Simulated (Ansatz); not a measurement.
# What strain does to NaH (CsCl type)

NaH, CsCl type, relaxed with r2SCAN in Ansatz 0.2.0. The symmetry is Pm-3m (No. 221, cubic); conventional cell a = 2.932 Å, 12.61 Å³ an atom. Na is surrounded by 8 H at 2.54 Å; H is surrounded by 8 Na at 2.54 Å.

The axes x, y and z are those of this cell:
```
CELL_PARAMETERS angstrom
2.93239 0.00000 0.00000
0.00000 2.93239 0.00000
0.00000 0.00000 2.93239
ATOMIC_POSITIONS crystal
Na 0.00000 0.00000 0.00000
H 0.50000 0.50000 0.50000
```

Unstrained: The PBE gap is indirect, 1.035 eV (R to X), below the direct gap of 4.505 eV at X. The r2SCAN gap is indirect, 1.596 eV (R to X), below the direct gap of 5.161 eV at X. HSE06 gives an indirect gap of 1.881 eV, from R to X; the least direct gap is 5.719 eV at X. Meshes: PBE 8×8×8, r2SCAN 8×8×8, HSE06 6×6×6. Strains are changes of length per length. After each strain the atoms were relaxed again with r2SCAN within the symmetry that the strain leaves, so tilts or polar shifts that break it weren't tested; points keep the names that they have in the unstrained zone. No spin polarisation and no zero-point or thermal motion; the cell was built from a prototype and may be hypothetical.

Changes of the least gap in eV (an overlap counts as a negative gap):
```tsv
strain	volume change (%)	space group	PBE	r2SCAN	HSE06	energy rise, r2SCAN (meV/atom)
biaxial +3.95 % in x and y, z held	+8.1	P4/mmm	-0.132	-0.142	-0.152	10.3
epitaxial +2.69 % in the xy plane, free normal strain +0.82 %	+6.3	P4/mmm	-0.060	-0.067	-0.075	4.6
uniaxial -5.21 % along x	-5.2	P4/mmm	-0.193	-0.192	-0.183	12.2
```

Biaxial +3.95 % in x and y, z held. HSE06: the gap goes from 1.881 to 1.729 eV (-0.152 eV). Stress change with r2SCAN, compression positive: xx -3.10, yy -3.10, zz +1.14 GPa.

Epitaxial +2.69 % in the xy plane, free normal strain +0.82 %. HSE06: the gap goes from 1.881 to 1.806 eV (-0.075 eV). Stress change with r2SCAN, compression positive: xx -2.07, yy -2.07, zz -0.01 GPa.

Uniaxial -5.21 % along x, other directions held. HSE06: the gap goes from 1.881 to 1.698 eV (-0.183 eV). Stress change with r2SCAN, compression positive: xx +6.14, yy -0.78, zz -0.78 GPa.

The meshes of the hybrids are coarse, so their gaps aren't converged to the digits shown.
